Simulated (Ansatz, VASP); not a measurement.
One calculation of ZnSe, two programs

File POSCAR:

```
ZnSe
1.0
    0.0000000000      2.8324206815      2.8324206815
    2.8324206815      0.0000000000      2.8324206815
    2.8324206815      2.8324206815      0.0000000000
Zn Se
1 1
Direct
    0.0000000000      0.0000000000      0.0000000000
    0.2500000000      0.2500000000      0.2500000000
```

INCAR.step1

```
SYSTEM = ZnSe
PREC = Accurate
ENCUT = 520
ISMEAR = 0
SIGMA = 0.01
LREAL = .False.
LASPH = .True.
NELM = 60
NBANDS = 16
GGA = PE
ALGO = Normal
EDIFF = 1E-4
LWAVE = .True.
LCHARG = .False.
```

Contents of INCAR.step2:

```
SYSTEM = ZnSe
PREC = Accurate
ENCUT = 520
EDIFF = 1E-7
ISMEAR = 0
SIGMA = 0.01
LREAL = .False.
LASPH = .True.
NELM = 60
ALGO = Normal
ISIF = 2
LWAVE = .False.
LCHARG = .False.
METAGGA = R2SCAN
LMIXTAU = .True.
NBANDS = 16
ISTART = 1
```

The input KPOINTS:

```
regular mesh
0
Gamma
  8 8 8
  0 0 0
```

Input for Ansatz:

```yaml
crystal:
  lattice:
    - [0.0, 2.8324206815, 2.8324206815]
    - [2.8324206815, 0.0, 2.8324206815]
    - [2.8324206815, 2.8324206815, 0.0]
  atoms:
    - { symbol: Zn, position: [0.0, 0.0, 0.0] }
    - { symbol: Se, position: [0.25, 0.25, 0.25] }
kpoints:
  mp_grid: { grid: [8, 8, 8] }
  band_path:
    path:
      - [0.0, 0.0, 0.0]
      - [-0.5, -0.5, 0.0]
      - [-0.375, -0.375, 0.25]
      - [-0.375, 0.0, 0.375]
      - [0.0, 0.0, 0.5]
      - [-0.5, -0.25, 0.25]
    npoints: 1
hamiltonian:
  xc: r2scan
scf:
  occupations: { method: fixed }
  n_extra_bands: 4
output:
  forces: true
  stress: true
  eigenvalues: true
```

Alike in both runs: task single point; functional r2SCAN; k mesh 8 × 8 × 8; no spin polarisation.

```csv
,VASP,Ansatz
version,VASP 6.6.1,Ansatz 0.2.0
potentials or method,"VASP PAW PBE potentials, release 64 (Zn, Se)","plane waves, PAW"
plane-wave cutoff (eV),520,500
occupations,"gaussian, width 0.01 eV",fixed
valence electrons in the cell,18,28
```

```csv
,VASP,Ansatz,Ansatz less VASP
gap on the k mesh at the Fermi level (eV),1.87,1.87,-0.004
pressure (GPa),0.1,0.0,-0.10
```

The two sets of potentials don't hold the same shells in valence.

Caveats: the PAW data sets were made with another functional, which shifts forces and pressure a little (VASP). r2SCAN opens gaps a little over a GGA but as a rule still falls short of measured ones.
